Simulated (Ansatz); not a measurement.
An input for Ansatz 0.2.0 (Ca):

File input.yaml:

```yaml
crystal:
  lattice:
    - [-2.4129668528, 2.4129668528, 2.4129668528]
    - [2.4129668528, -2.4129668528, 2.4129668528]
    - [2.4129668528, 2.4129668528, -2.4129668528]
  atoms:
    - { symbol: Ca, position: [0.0, 0.0, 0.0], spin: 0.5 }
kpoints:
  mp_grid: { grid: [0, 4, 4] }
scf:
  occupations: { method: methfessel_paxton, width: 0.1 }
  max_iter: 50
hamiltonian:
  xc: r2scan0
  pseudopotentials: { kind: all_electron, datasets: crystal }
magnetization:
  spin_polarized: true
output:
  forces: true
  stress: true
  eigenvalues: true
```

Potentials or basis: all-electron PAW datasets made for the crystal.

Launch:

```console
$ ansatz run input.yaml --threads 1 --pin off --max-ram 2560MiB --backend cpu --events-out ev --progress --plain --runs-dir out
```

Q: What does the program do with it?

A: The run stopped without a result. It printed:

Output:

```text
Error: hamiltonian.pseudopotentials.datasets: crystal, beside a feature not held to (scf.occupations.method: methfessel_paxton; magnetization.spin_polarized: true; output.eigenvalues: true / output.band_residual_tolerance) — the datasets of this kind: all_electron run are made for its crystal, and no such run has been held to what stands beside, or a reason given rules it out; change each as told or leave it out, or set another kind (and leave the keys of all_electron out)
```
